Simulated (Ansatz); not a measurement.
# SiC (Moissanite) (P6_3mc) in Ansatz: further runs

One crystal, SiC (Moissanite), is run at these levels: PBEsol, r2SCAN; tasks: band structure.

Program: Ansatz 0.2.0. These are calculated values, not measurements. Logs are shortened: lines on timing, memory, paths and dates and some standing lists are left out, and cuts for length are marked.

## (1) The crystal as given

The structure is hexagonal, space group P6_3mc (No. 186). The conventional cell has a = 3.076 Å, b = 3.076 Å, c = 5.048 Å, α = 90.00°, β = 90.00°, γ = 120.00°. Si (site symmetry 3m) has 4 C at 1.87 to 1.94 Å as nearest neighbours. Around C (site symmetry 3m) lie 4 Si at 1.87 to 1.94 Å.

## (2) Band structure, PBEsol

Input file input.yaml:

```yaml
crystal:
  lattice:
    - [3.076, 0.0, 0.0]
    - [-1.538, 2.663894142, 0.0]
    - [0.0, 0.0, 5.048]
  atoms:
    - { symbol: Si, position: [0.6666666667, 0.3333333333, 0.5] }
    - { symbol: Si, position: [0.3333333333, 0.6666666667, 0.0] }
    - { symbol: C, position: [0.6666666667, 0.3333333333, 0.885] }
    - { symbol: C, position: [0.3333333333, 0.6666666667, 0.385] }
hamiltonian:
  xc: pbesol
  pseudopotentials: { kind: paw }
kpoints:
  mp_grid: { grid: [10, 10, 5] }
  band_path:
    path:
      - [[0.0, 0.0, 0.0], [0.5, 0.0, 0.0], [0.3333333333, 0.3333333333, 0.0], [0.0, 0.0, 0.0], [0.0, 0.0, 0.5], [0.5, 0.0, 0.5], [0.3333333333, 0.3333333333, 0.5], [0.0, 0.0, 0.5]]
      - [[0.5, 0.0, 0.5], [0.5, 0.0, 0.0]]
      - [[0.3333333333, 0.3333333333, 0.0], [0.3333333333, 0.3333333333, 0.5]]
    npoints: 14
scf:
  occupations: { method: fermi_dirac, width: 0.05 }
  n_extra_bands: 10
output:
  forces: true
  stress: true
  eigenvalues: true
  fatbands: false
```

Potentials or basis: Ansatz PAW.

On the command line:

```sh
ansatz run input.yaml --threads 2 --pin off --max-ram 5632MiB --backend cpu --events-out ev --progress --plain --runs-dir out
```

Output:

```text
Warning: RAYON_NUM_THREADS=2 ignored (pool sized by the plan → 2); use --threads N
scf.n_extra_bands = 10 over 8 filled bands (N_el = 16.0): the run solves 18 bands
Engine: ansatz 0.2.0, x86_64-unknown-linux-gnu
Pseudopotentials: kind: paw
Pseudopotential: Si, paw, valence charge 4, recommended cutoff 420 eV (normal), Si.paw.azcp
Pseudopotential: C, paw, valence charge 4, recommended cutoff 420 eV (normal), C.paw.azcp
Functional definition: PBEsol
  exchange = pbesol_x
  correlation = pbesol_c
Crystal: 4 atoms, lattice volume = 41.364 Å³
Basis set: ecut = 420 eV, 785 PW (Γ), exchange–correlation on 48×48×72 points (8 copies of the dense FFT grid, shifted against one another)
Bands: 18, of which v1, the nominal top of the filled ones, is band 8 counted from 1 (7 counted from 0)
Symmetry: 12 space group operations
Space group: P63mc (ITA 186), of the structure as read, at distance tolerance 3.5e-5 Å
k-points: 42 of 500 (time reversal used)
Non-local potential: Si, projectors of the file, l = 0: 2, l = 1: 2, l = 2: 2
Non-local potential: C, projectors of the file, l = 0: 2, l = 1: 2, l = 2: 1
PAW form: soft (Blöchl's): semilocal exchange-correlation on the pseudo side does not see the compensation charge
PAW frozen core: Si, regenerated for the run's functional, and the local potential with it (the file was generated under x = pbe(κ = 0.804, μ = 0.2195149727645171), c = pbe(β = 0.06672455060314922))
PAW frozen core: C, regenerated for the run's functional, and the local potential with it (the file was generated under x = pbe(κ = 0.804, μ = 0.2195149727645171), c = pbe(β = 0.06672455060314922))
PAW one-centre angular grid: Si, 110 points (default); XC on 64 Gauss nodes
PAW one-centre angular grid: C, 110 points (default); XC on 64 Gauss nodes
Initial density: superposition of atomic densities (neutral atoms: chi_scale 0, normalization atom), corrected by the library's trained network
Initial wavefunctions: pseudopotential atomic-orbital guess
Functional: x = pbesol(κ = 0.804, μ = 0.12345679012345678), c = pbesol(β = 0.046)
SCF iter   1: F=—  HF=-1737.378819 eV  |F-HF|=—  |Δ(HF+E_count)|=         —  Δρ=8.44e-3  dr2=3.60e-2  ethr=1.77e-3  ⟨swp⟩=5.3  Hψ=4353  notcnv=0  defer=11
preconditioner: auto → none  [insulator: Δε(μ)=2.213 eV  Ē_g=14.986 eV  σ=0.050 eV  W_gap=1.00  n_scr=2 (ndim 8)  ℏωp=23.1 eV  f_vac=0.000  D(μ)=0.00/eV (n_scr^D=0)  ε∞_Penn≈3.4]
SCF iter   2: F=—  HF=-1737.369618 eV  |F-HF|=—  |Δ(HF+E_count)|=   9.20e-3  Δρ=2.80e-3  dr2=4.08e-3  ethr=2.25e-4  ⟨swp⟩=1.8  Hψ=1208  notcnv=0  defer=121
SCF iter   3: F=—  HF=-1737.368419 eV  |F-HF|=—  |Δ(HF+E_count)|=   1.20e-3  Δρ=3.02e-4  dr2=3.02e-5  ethr=2.55e-5  ⟨swp⟩=2.4  Hψ=933  notcnv=0  defer=121
SCF iter   4: F=—  HF=-1737.368423 eV  |F-HF|=—  |Δ(HF+E_count)|=   4.07e-6  Δρ=4.77e-5  dr2=4.85e-7  ethr=1.89e-7  ⟨swp⟩=2.4  Hψ=968  notcnv=0  defer=121
iter 5 did not close the SCF: its close was put off for the readings that it lacked (scf_convergence_deferred on its scf_iter line)
SCF iter   5: F=-1737.368423 eV  HF=-1737.368423 eV  |F-HF|=9.41e-11  |Δ(HF+E_count)|=   5.88e-8  Δρ=4.68e-6  dr2=5.53e-9  ethr=3.03e-9  ⟨swp⟩=2.3  Hψ=878  notcnv=0  defer=121
SCF iter   6: F=-1737.368423 eV  HF=-1737.368423 eV  |F-HF|=4.23e-11  |Δ(HF+E_count)|=   1.87e-9  Δρ=4.25e-7  dr2=6.95e-11  ethr=3.46e-11  ⟨swp⟩=5.4  Hψ=3538  notcnv=0
SCF 1 converged in 6 iterations: F = -1737.368423 eV  dr2 = 6.95e-11
NSCF: frozen V_eff on 129 k-points
SCF converged after 6 iterations
Free energy (F): -1737.368423 eV
Harris-Foulkes:  -1737.368423 eV  (|F-HF|=4.23e-11)
Internal energy: -1737.368423 eV  (E = F + TS)
E sigma→0 (E₀):  -1737.368423 eV
Fermi energy:    10.848274 eV
--- Per-component energies (eV) ---
  E_band       = 56.220025
  E_kinetic    = 270.811593
  E_local      = -209.800630  (includes V_loc(G=0)·N_el)
  E_nonlocal   = 103.963408
  E_hartree    = 64.145435
  E_xc         = -209.347575
  E_vxc        = -218.435364  (∫ρ·V_xc dr)
  E_paw        = -1188.675120  (= ΣΔE_a)
  E_vpaw       = -18.609794  (= ΣTr[D̂ρ^β])
  E_aug_tail   = 0.000028  (compensation charges beyond the density's cutoff)
  E_ewald      = -568.570884
  E_core_change = 0.105322  (= ΣΔE_core)
  E_smearing   = -0.000000  (= −TS)
  E_closure    = 0.000000  (closes the sum)
  Σ components = -1737.368423   (vs F -1737.368423, Δ=0.00e0)
--- Forces (eV/Å), atoms counted from 1 ---
  atom   1  Si     0.00000000     0.00000000     0.74732355
  atom   2  Si    -0.00000000    -0.00000000     0.74732355
  atom   3  C      0.00000000     0.00000000    -0.74733177
  atom   4  C      0.00000000    -0.00000000    -0.74733177
  max |Σ_I F_I| component: 1.64e-5 eV/Å
--- Stress (GPa, compression-positive) ---
        1.886022       0.000000       0.000000
       -0.000000       1.886022       0.000000
        0.000000       0.000000      -2.990533
  P = ⅓ Tr σ = 0.2605 GPa (2.605 kbar)
--- Band table (eV; the first three rows and the last of 42) ---
  k-point 0: bands = ["-6.0213", "-2.4841", "0.9653", "8.1597", "8.1597", "9.4455", "9.4455", "9.7187", "14.2788", "15.6744", "16.1538", "16.1538", "17.2016", "18.3597", "18.3597", "20.9354", "21.0081", "21.0081"]
  k-point 1: bands = ["-5.8261", "-3.1954", "1.9992", "8.2664", "8.2664", "8.6380", "9.3039", "9.3039", "14.4578", "16.2216", "16.2216", "16.4740", "16.7192", "17.9482", "17.9482", "20.4614", "21.6409", "21.6409"]
  k-point 2: bands = ["-5.2496", "-4.3286", "4.0707", "6.4324", "8.5595", "8.5595", "8.9543", "8.9543", "14.9822", "15.7967", "16.5352", "16.5352", "17.1678", "17.1678", "17.9402", "19.3429", "23.3103", "23.3103"]
  k-point 41: bands = ["-1.5013", "-1.1495", "1.7429", "2.0636", "3.6556", "4.4369", "7.4747", "7.9240", "14.3441", "14.4969", "15.2883", "16.4881", "19.3436", "19.7402", "20.5656", "20.8811", "22.6938", "22.9236"]
```

Run time: 6.3 s. Hardware: 2 threads of Intel Xeon at 2.50GHz (Skylake/Cascade Lake), shared host; peak memory 0.35 GiB.

What came out:

- Free energy: -1737.3684 eV
- Pressure: 0.3 GPa
- Largest force: 0.747 eV/Å
- Band gap on the k mesh: 2.33 eV, indirect (least direct gap 3.96 eV)
- Band gap along the path: 2.17 eV, indirect (least direct gap 3.96 eV)

Forces in eV/Å, atoms in the order of the input:
```
Si   0.000  0.000  0.747
Si   0.000  0.000  0.747
C    0.000  0.000 -0.747
C    0.000  0.000 -0.747
```

Levels at the corners of the path, in eV from the valence-band top:
| point | band 5 | band 6 | band 7 | band 8 | band 9 | band 10 | band 11 | band 12 |
| --- | --- | --- | --- | --- | --- | --- | --- | --- |
| Γ | -1.56 | -0.27 | -0.27 | 0.00 | 4.56 | 5.96 | 6.44 | 6.44 |
| M | -5.47 | -3.56 | -3.31 | -1.49 | 2.47 | 4.10 | 6.65 | 7.12 |
| K | -6.51 | -4.15 | -4.07 | -4.07 | 2.17 | 7.86 | 8.56 | 8.56 |
| Γ | -1.56 | -0.27 | -0.27 | 0.00 | 4.56 | 5.96 | 6.44 | 6.44 |
| A | -0.97 | -0.97 | -0.97 | -0.97 | 5.64 | 5.64 | 7.10 | 7.10 |
| L | -2.70 | -2.70 | -2.35 | -2.35 | 3.06 | 3.06 | 4.90 | 4.90 |
| H | -5.92 | -5.92 | -1.76 | -1.76 | 4.74 | 4.74 | 5.84 | 5.84 |
| A | -0.97 | -0.97 | -0.97 | -0.97 | 5.64 | 5.64 | 7.10 | 7.10 |
| L | -2.70 | -2.70 | -2.35 | -2.35 | 3.06 | 3.06 | 4.90 | 4.90 |
| M | -5.47 | -3.56 | -3.31 | -1.49 | 2.47 | 4.10 | 6.65 | 7.12 |
| K | -6.51 | -4.15 | -4.07 | -4.07 | 2.17 | 7.86 | 8.56 | 8.56 |
| H | -5.92 | -5.92 | -1.76 | -1.76 | 4.74 | 4.74 | 5.84 | 5.84 |

Caveat: the k mesh misses the band edges, so the gap on the mesh is wider than the one along the path; the PAW data sets come from PBE, with cores solved anew for the run's functional, which leaves a small shift of forces and pressure. Expect the measured gap to be larger: semilocal functionals such as PBEsol lack the derivative discontinuity.

## (3) Band structure, r2SCAN

Edit input.yaml of step 2 so:

```diff
@@ -11,3 +11,3 @@
 hamiltonian:
-  xc: pbesol
+  xc: r2scan
   pseudopotentials: { kind: paw }
```

Potentials or basis: Ansatz PAW.

On the command line:

```sh
ansatz run input.yaml --threads 2 --pin off --max-ram 5632MiB --backend cpu --events-out ev --progress --plain --runs-dir out
```

It took 12 s on 2 threads of Intel Xeon at 2.50GHz (Skylake/Cascade Lake), shared host; peak memory 0.45 GiB.

It converged, with:

| Item | Value |
| --- | --- |
| Free energy | -1782.6146 eV |
| Pressure | 0.2 GPa |
| Largest force | 0.773 eV/Å |
| Band gap on the k mesh | 2.85 eV, indirect (least direct gap 4.58 eV) |
| Band gap along the path | 2.69 eV, indirect (least direct gap 4.58 eV) |

Forces in eV/Å, atoms in the order of the input:
```
Si   0.000  0.000  0.773
Si   0.000  0.000  0.773
C    0.000  0.000 -0.773
C    0.000  0.000 -0.773
```

Stress tensor (GPa, compression positive):
```
 1.57  0.00  0.00
 0.00  1.57  0.00
 0.00  0.00 -2.58
```

Levels at the corners of the path, in eV from the valence-band top:
| point | band 6 | band 7 | band 8 | band 9 | band 10 | band 11 |
| --- | --- | --- | --- | --- | --- | --- |
| Γ | -0.30 | -0.30 | 0.00 | 5.17 | 6.54 | 7.01 |
| M | -3.72 | -3.34 | -1.57 | 3.02 | 4.62 | 7.31 |
| K | -4.29 | -4.18 | -4.18 | 2.69 | 8.62 | 9.33 |
| Γ | -0.30 | -0.30 | 0.00 | 5.17 | 6.54 | 7.01 |
| A | -1.02 | -1.02 | -1.02 | 6.28 | 6.28 | 7.69 |
| L | -2.82 | -2.46 | -2.46 | 3.58 | 3.58 | 5.51 |
| H | -6.06 | -1.84 | -1.84 | 5.31 | 5.31 | 6.50 |
| A | -1.02 | -1.02 | -1.02 | 6.28 | 6.28 | 7.69 |
| L | -2.82 | -2.46 | -2.46 | 3.58 | 3.58 | 5.51 |
| M | -3.72 | -3.34 | -1.57 | 3.02 | 4.62 | 7.31 |
| K | -4.29 | -4.18 | -4.18 | 2.69 | 8.62 | 9.33 |
| H | -6.06 | -1.84 | -1.84 | 5.31 | 5.31 | 6.50 |

Caveat: the k mesh misses the band edges, so the gap on the mesh is wider than the one along the path; the PAW data sets come from PBE, with cores solved anew for the run's functional, which leaves a small shift of forces and pressure. r2SCAN opens gaps a little over a GGA but as a rule still falls short of measured ones.
